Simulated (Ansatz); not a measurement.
**BAs under strain — As-75 NMR of the central transition**

Cell: a COD entry, relaxed with PBE at fixed cell and then changed (z compressed by 3 %, ions relaxed).

```yaml
crystal:
  lattice:
    - [0.00000, 2.38850, 2.31684]
    - [2.38850, 0.00000, 2.31684]
    - [2.38850, 2.38850, 0.00000]
  atoms:
    - { symbol: B, position: [0.00000, 0.00000, 0.00000] }
    - { symbol: As, position: [0.25000, 0.25000, 0.25000] }
```

Sites (sets of like atoms) are named by element and the number of their first atom in this list.

Computed with Ansatz: DFT, PBE, plane waves and PAW, scalar-relativistic, 420 eV cutoff, Γ-centred 16×16×16 k-points, Fermi–Dirac smearing 0.02 eV.

As-75 has I = 3/2 and Q = 311.0 mb (Pyykkö 2018); at 23.5 T its Larmor frequency is ν₀ = 171.9 MHz. Only the quadrupole interaction is simulated: positions count from each site's isotropic chemical shift, and J coupling is left out, as are shift anisotropy and dipolar coupling, which fast spinning averages.

Problem. What does the As-75 spectrum (fast magic-angle spinning) show for each site?

Solution. 

| site | first shell | C_Q (MHz) | η | P_Q (MHz) | δ_QIS (ppm) | breadth (kHz) |
| --- | --- | --- | --- | --- | --- | --- |
| As | 4 B at 2.05 Å | -2.23 | 0.00 | 2.23 | -4.21 | 1.55 |

δ_QIS = −(ν_Q²/30ν₀²)[I(I+1) − 3/4](1 + η²/3) × 10⁶ ppm with ν_Q = 3|C_Q|/[2I(2I−1)]; it falls as 1/B₀² in ppm, and the breadth as 1/B₀ in kHz.

An axis of threefold or higher order runs through As, so V_zz lies along it and η is zero.

At this changed cell the PBE pressure is 7 GPa.
